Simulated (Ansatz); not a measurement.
The system is CoPtO2.

```xyz
4
Lattice="1.4123 0.8154 5.9394 -1.4123 0.8154 5.9394 0.0000 -1.6307 5.9394" Properties=species:S:1:pos:R:3 pbc="T T T"
Pt    0.0000    0.0000    0.0000
Co    0.0000    0.0000    8.9091
O     0.0000    0.0000    2.0000
O     0.0000    0.0000   15.8182
```

The cell is a database's computed one.

Base run:

```yaml
Program: Ansatz 0.2.0
Functional: PBE
Potentials_or_basis: Ansatz PAW
Cutoff: "420 eV (not typed: the program's choice for these potentials)"
k_mesh: 9 × 9 × 9
Occupations: fermi-dirac, width 0.05 eV
Spin: collinear spin, ferromagnetic start
Starting_moments: "[0.0, 2.5, 0.0, 0.0] μB"
Fixed_moment: 2.5 μB
```

Its results: pressure 20.7 GPa; site moments Pt +0.14; Co +1.87; O +0.15 μB; largest force 1.750 eV/Å.

Problem. The run is repeated on the same cell with these changes: fixed moment from 2.5 μB to 3 μB; moments at the start from [0.0, 2.5, 0.0, 0.0] to [0.0, 3.0, 0.0, 0.0]. What comes out?

Solution. Pressure 23.6 GPa; site moments Pt +0.16; Co +2.19; O +0.21 μB; largest force 2.276 eV/Å.

Caveats: the total moment is fixed, so each spin has its own Fermi level; a cell with one magnetic atom can't hold antiferromagnetic order, which such compounds often take; forces of over 1 eV/Å show positions far from the minimum, so gaps and moduli don't describe the material at rest; the thresholds are loose for stress.
